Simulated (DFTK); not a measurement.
Here is a DFTK 0.8.2 calculation.

File run.jl:

```julia
using DFTK
using PseudoPotentialData
using Unitful, UnitfulAtomic
using LinearAlgebra, Printf
include("save.jl")
disable_threading()

lines = readlines("As.cif")
tag(name) = parse(Float64, split(only(filter(startswith(name), lines)))[2])
a, b, c = tag.(["_cell_length_a", "_cell_length_b", "_cell_length_c"])
α, β, γ = deg2rad.(tag.(["_cell_angle_alpha", "_cell_angle_beta", "_cell_angle_gamma"]))
cx, cy  = cos(β), (cos(α) - cos(β) * cos(γ)) / sin(γ)
lattice = austrip(1u"Å") * [a b*cos(γ) c*cx; 0 b*sin(γ) c*cy; 0 0 c*sqrt(1 - cx^2 - cy^2)]
sites     = split.(lines[findlast(startswith("_atom_site_"), lines)+1:end])
symbols   = [Symbol(s[2]) for s in sites]
positions = [parse.(Float64, s[5:7]) for s in sites]
pseudopotentials = PseudoFamily("cp2k.nc.sr.lda.v0_1.largecore.gth")
elements = Dict(s => ElementPsp(s, pseudopotentials) for s in unique(symbols))
atoms    = [elements[s] for s in symbols]

build_model(lattice, positions; symmetries=true) =
    model_DFT(lattice, atoms, positions;
              functionals=LDA(),
              temperature=austrip(0.05u"eV"),
              smearing=Smearing.FermiDirac(),
              symmetries)
Ecut  = 27.0  # hartree
kgrid = [6, 6, 6]
tol   = 1e-6
to_GPa = ustrip(uconvert(u"GPa", 1u"hartree/bohr^3"))

results["points"] = []
for scale in [0.94, 0.96, 0.98, 1.0, 1.02, 1.04, 1.06]
    println("\n=== scale = ", scale)
    model = build_model(cbrt(scale) * lattice, positions)
    basis = PlaneWaveBasis(model; Ecut, kgrid)
    t0 = time()
    scfres = self_consistent_field(basis;
                                   tol,
                                   nbandsalg=AdaptiveBands(model; n_bands_converge=10))
    seconds = time() - t0
    @printf "SCF: %d iterations, %.1f s\n" scfres.n_iter seconds
    forces = compute_forces_cart(scfres)
    stress = compute_stresses_cart(scfres)
    @printf "V = %.5f Å^3  F = %.8f Ha  max force = %.5f eV/Å  p = %.4f GPa\n" ustrip(auconvert(u"Å^3", model.unit_cell_volume)) scfres.energies.total ustrip(auconvert(u"eV/Å", maximum(norm, forces))) (-tr(stress) / 3 * to_GPa)
    push!(results["points"], save_scf!(scfres; forces, stress, d=Dict{String,Any}("seconds" => seconds, "n_matvec" => get(scfres, :n_matvec, 0))))
end

# third-order Birch-Murnaghan fit in x = V^(-2/3)
V = [0.94, 0.96, 0.98, 1.0, 1.02, 1.04, 1.06] * abs(det(lattice))
E = [p["total"] for p in results["points"]]
x = V .^ (-2 / 3)
c = [x .^ 0 x x .^ 2 x .^ 3] \ E
Δ = c[3]^2 - 3c[2] * c[4]
if Δ > 0
    x0 = (-c[3] + sqrt(Δ)) / 3c[4]
    B0 = 4 / 9 * x0^(7 / 2) * (2c[3] + 6c[4] * x0)
    @printf "V0 = %.4f Å^3  B0 = %.2f GPa\n" ustrip(auconvert(u"Å^3", x0^(-3 / 2))) B0 * to_GPa
end
```

The input As.cif:

```cif
data_As
_cell_length_a 4.13100000
_cell_length_b 4.13100000
_cell_length_c 4.13100000
_cell_angle_alpha 54.16700000
_cell_angle_beta 54.16700000
_cell_angle_gamma 54.16700000
_space_group_name_H-M_alt 'P1'
_space_group_name_Hall 'P 1'
_space_group_IT_number 1
loop_
_space_group_symop_operation_xyz
'x,y,z'
loop_
_atom_site_label
_atom_site_type_symbol
_atom_site_symmetry_multiplicity
_atom_site_Wyckoff_symbol
_atom_site_fract_x
_atom_site_fract_y
_atom_site_fract_z
_atom_site_occupancy
As1 As 1 a 0.2260000000 0.2260000000 0.2260000000 1
As2 As 1 a 0.7740000000 0.7740000000 0.7740000000 1
```

Potentials or basis: cp2k.nc.sr.lda.v0_1.largecore.gth (LDA, GTH).

Launch:

```sh
$ julia --threads=1 run.jl  # save.jl only writes the numbers to a file and isn't shown; printed stress counts tension as positive; times include loading and compiling
```

(1) What does it give for the equilibrium volume?

(2) Predict the pressure derivative of the bulk modulus.

(3) Predict the bulk modulus at fixed shape and positions.

Results:

(1) 20.99 Å³/atom.

(2) 4.1.

(3) 82 GPa.

Caveat: GTH potentials come without recommended cutoffs, and this one wasn't checked for convergence; the cell was scaled at fixed shape and fractional positions, which overstates the stiffness of a crystal with free parameters, most of all of layers and chains.
